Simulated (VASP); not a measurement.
Input of a VASP 6.6.1 run:

INCAR

```
SYSTEM = H3C2N
  PREC = Accurate
  ENCUT = 520
  EDIFF = 1E-7
  ISMEAR = -1
  SIGMA = 0.05
  LREAL = Auto
  LASPH = .True.
  NELM = 100
  ALGO = Normal
  ISIF = 2
  LWAVE = .False.
  LCHARG = .True.
  GGA = PE
  LELF = .True.
  LVHAR = .True.
  NBANDS = 72
```

Contents of KPOINTS:

```
Automatic mesh
0
Gamma
  1 1 1
  0 0 0
```

POSCAR

```
H3C2N
1.0
    8.7876200000      0.0000000000      0.0000000000
    0.0000000000      8.7876200000      0.0000000000
    0.0000000000      0.0000000000      8.7876200000
C N H
12 6 18
Direct
    0.2284350029      0.7244623687      0.0272314916
    0.1620689106      0.6180513040      0.1348943172
    0.3363368011      1.0150757543      0.3576394974
    0.4293881620      0.8829694502      0.3311363031
    0.8512429987      0.2516722389      0.9577109616
    0.9322091761      0.1241291726      1.0249191476
    0.7592954634      0.3942022982      0.4375928864
    0.7020444671      0.4743719005      0.5636565987
    0.2516722389      0.4772054322      0.6010728730
    0.1578470621      0.3449853316      0.6056816294
    0.8053944071      0.9119647868      0.5904215248
    0.6975267479      1.0343187348      0.6119062954
    0.1147637244      0.5203798070      0.2095447914
    0.5199246212      0.7914429618      0.3060897035
    1.0078838184      0.0168304956      1.0520823613
    0.6593935559      0.5496823941      0.6653564902
    0.0716690071      0.2418402252      0.6160143475
    0.6045550445      1.1274042346      0.6266315567
    0.3514944888      0.7431136076      0.0321019798
    0.1993372494      0.6776123683     -0.0844028303
    0.1728568145      0.8365063578      0.0296553561
    0.2231776067      0.9851472868      0.3948509380
    0.3867713898      1.0866992428      0.4447506833
    0.3335032694      1.0752740788      0.2458572401
    0.9272590303      0.2875295017      0.8680279757
    0.7415204572      0.2181364237      0.9115551196
    0.8327283155      0.3491730412      1.0310982951
    0.8488418935      0.4720959714      0.3913915258
    0.7977928040      0.2739422051      0.4449555170
    0.6564462278      0.4012690581      0.3606892424
    0.3502541075      0.4555158279      0.6725825650
    0.2805879180      0.5010799284      0.4852053229
    0.1903700888      0.5759238565      0.6570152100
    0.8184013419      0.8844601838      0.4702752281
    0.9192705192      0.9631959507      0.6330951953
    0.7725186114      0.8090131344      0.6516667767
```

Potentials or basis: VASP PAW PBE potentials, release 64 (C, N, H).

Command:

```bash
$ cat potpaw_PBE.64/C/POTCAR potpaw_PBE.64/N/POTCAR potpaw_PBE.64/H/POTCAR > POTCAR
$ mpirun -np 1 vasp_gam > vasp.out
```

What does it give for the pressure?

0.2 GPa.

Estimate the band gap on the k mesh.

6.00 eV, direct.

Estimate the largest force.

3.053 eV/Å.

Forces on the atoms (eV/Å):
```
C   -0.518  0.210 -0.464
C    1.045  0.719 -0.640
C    0.047  0.190 -0.943
C   -0.346  1.057  0.492
C    0.168 -0.209  0.371
C    0.701 -1.127  0.028
C   -0.330  0.326 -2.203
C   -0.260  0.540  2.582
C   -0.479  0.767  1.325
C   -2.246 -2.030  0.393
C    1.686  1.265  0.631
C   -0.341 -0.662 -0.217
N   -0.551 -0.610  0.782
N    0.932 -1.422 -0.308
N   -0.923  1.229  0.088
N    0.125 -0.381 -0.534
N    1.415  1.358 -0.229
N   -0.213  0.307  0.154
H    0.065 -0.409  0.371
H    0.156 -0.042 -0.336
H   -0.154 -0.037  0.293
H   -0.619 -0.082 -0.027
H    0.301  0.243  0.230
H   -0.325  0.038  0.591
H    0.094  0.337 -0.753
H   -0.214 -0.220 -0.254
H    0.099  0.143  0.548
H   -0.196 -0.730 -0.240
H   -0.154  0.763  0.471
H    0.900 -0.326 -0.169
H    0.636  0.054 -0.075
H    0.389  0.469 -0.766
H    0.339 -0.659 -0.687
H   -0.059  0.003 -0.299
H   -1.129 -0.958 -0.436
H   -0.042 -0.113  0.231
```

Caveat: the standard files for N, O and F lose accuracy on very short bonds. A hybrid or GW would open this gap; PBE tends to underestimate it.
